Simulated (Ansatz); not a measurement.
HfO₂ (started from an entry of an open crystallographic database) (r2SCAN geometry), in Ansatz:

```yaml
crystal:
  lattice:
    - [0.00000, 2.52918, 2.52918]
    - [2.52918, 0.00000, 2.52918]
    - [2.52918, 2.52918, 0.00000]
  atoms:
    - { symbol: Hf, position: [0.00000, 0.00000, 0.00000] }
    - { symbol: O, position: [0.25000, 0.25000, 0.25000] }
    - { symbol: O, position: [0.75000, 0.75000, 0.75000] }
```

G0W0@PBE with 121 empty bands, a screening cutoff of 140 eV and a 4×4×4 mesh (PAW, contour deformation) gives 5.145 eV over the mesh points, from a PBE gap of 3.803 eV; it sums over 140 bands with 113 plane waves in the screening and a wave cutoff of 420 eV. No extrapolation in bands, cutoff or mesh was made for G0W0. Spin-unpolarised throughout; all numbers are computed.

Q: Estimate the gap with frequency model Godby-Needs pole.

A: 5.112 eV (-0.033 eV), from a Kohn-Sham gap of 3.803 eV.

Q: Estimate the gap with starting point r2SCAN, with them a wave cutoff of 500 eV.

A: 5.388 eV (+0.243 eV), from a Kohn-Sham gap of 4.303 eV.

No spin-orbit coupling is included; it can move band edges with weight on the heavy atoms by tenths of an eV.
